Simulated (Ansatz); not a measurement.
Input and command of a calculation in Ansatz (plane waves; scalar-relativistic PAW potentials unless the input names others):

```yaml
crystal:
  lattice:
    - [-2.7657340177, 2.7657340177, 1.581086269]
    - [2.7657340177, -2.7657340177, 1.581086269]
    - [2.7657340177, 2.7657340177, -1.581086269]
  atoms:
    - { symbol: Ga, position: [0.25, 0.75, 0.5] }
    - { symbol: Sb, position: [0.0, 0.0, 0.0] }
kpoints:
  mp_grid: { grid: [24, 24, 24] }
hamiltonian:
  xc: pbe
scf:
  occupations: { method: gaussian, width: 0.15 }
output:
  forces: true
  eigenvalues: true
  stress: true
```

```bash
ansatz run input.yaml --threads 1 --pin off --max-ram 2560MiB --backend cpu --events-out ev --progress --plain --runs-dir out
```

Abridged log:
```
Pseudopotentials: kind: paw
Pseudopotential: Ga, paw, valence charge 13, recommended cutoff 420 eV (normal)
Pseudopotential: Sb, paw, valence charge 15, recommended cutoff 420 eV (normal)
Functional definition: PBE
Crystal: 2 atoms, lattice volume = 48.377 Å³
Basis set: ecut = 420 eV, 933 PW (Γ), exchange–correlation on 60×60×60 points (8 copies of the dense FFT grid, shifted against one another)
Bands: 18, of which v1, the nominal top of the filled ones, is band 14 counted from 1 (13 counted from 0)
Symmetry: 8 space group operations
Space group: I-4m2 (ITA 119), of the structure as read, at distance tolerance 3.6e-5 Å
k-points: 1063 of 13824 (time reversal used)
Initial density: superposition of atomic densities (neutral atoms: chi_scale 0, normalization atom), corrected by the library's trained network
Initial wavefunctions: pseudopotential atomic-orbital guess
Functional: x = pbe(κ = 0.804, μ = 0.21951497), c = pbe(β = 0.06672455)
SCF iter   1: F=—  HF=-10267.455602 eV  |F-HF|=—  |Δ(HF+E_count)|=         —  Δρ=1.49e-3  dr2=1.09e-3  ethr=1.77e-3  ⟨swp⟩=5.2  Hψ=91435  notcnv=0
SCF iter   2: F=—  HF=-10267.454673 eV  |F-HF|=—  |Δ(HF+E_count)|=   9.29e-4  Δρ=9.63e-4  dr2=5.39e-4  ethr=3.90e-6  ⟨swp⟩=2.0  Hψ=38427  notcnv=0
SCF iter   3: F=—  HF=-10267.454695 eV  |F-HF|=—  |Δ(HF+E_count)|=   2.26e-5  Δρ=5.19e-4  dr2=7.32e-5  ethr=1.92e-6  ⟨swp⟩=2.0  Hψ=33927  notcnv=0
SCF iter   4: F=—  HF=-10267.454637 eV  |F-HF|=—  |Δ(HF+E_count)|=   5.87e-5  Δρ=2.31e-4  dr2=1.46e-5  ethr=2.62e-7  ⟨swp⟩=2.0  Hψ=28665  notcnv=0
SCF iter   5: F=—  HF=-10267.454631 eV  |F-HF|=—  |Δ(HF+E_count)|=   5.42e-6  Δρ=1.41e-4  dr2=5.06e-6  ethr=5.20e-8  ⟨swp⟩=2.1  Hψ=30841  notcnv=0
SCF iter   6: F=—  HF=-10267.454628 eV  |F-HF|=—  |Δ(HF+E_count)|=   2.81e-6  Δρ=1.94e-5  dr2=1.53e-7  ethr=1.81e-8  ⟨swp⟩=2.0  Hψ=33929  notcnv=0
SCF iter   7: F=-10267.454628 eV  HF=-10267.454628 eV  |F-HF|=2.14e-8  |Δ(HF+E_count)|=   3.20e-8  Δρ=9.18e-6  dr2=2.18e-8  ethr=3.57e-10  ⟨swp⟩=5.6  Hψ=81475  notcnv=0
SCF 1 converged in 7 iterations: F = -10267.454628 eV  dr2 = 2.18e-8
SCF converged after 7 iterations
Free energy (F): -10267.454628 eV
Harris-Foulkes:  -10267.454628 eV  (|F-HF|=2.14e-8)
Internal energy: -10267.445827 eV  (E = F + TS)
E sigma→0 (E₀):  -10267.450228 eV
Entropy (-TS):   -0.008801 eV (-4.401 meV/atom)
Fermi energy:    9.915007 eV
--- Forces (eV/Å), atoms counted from 1 ---
  atom   1  Ga     0.00000000     0.00000000     0.00000000
  atom   2  Sb     0.00000000     0.00000000     0.00000000
--- Stress (GPa, compression-positive) ---
        0.146481       0.000000       0.000000
        0.000000       0.146481       0.000000
        0.000000       0.000000      -0.276509
  P = ⅓ Tr σ = 0.0055 GPa (0.055 kbar)
```

Apart from outputs and empty bands, the input differs from a reference run on usual settings in basis.ecutwfc: 420 → not typed. The reference, at the same geometry, gave pressure 0.01 GPa, largest force 0.000 eV/Å, no gap on the mesh. This run converged in 7 SCF iterations (reference: 7) with an energy at zero smearing within 0.01 meV/atom of the reference's, pressure 0.01 GPa, largest force 0.000 eV/Å, no gap on the mesh.

It took 39 s on 1 thread of Intel(R) Xeon(R) 6975P-C (Granite Rapids), with other jobs on the host, peak memory 1.2 GiB.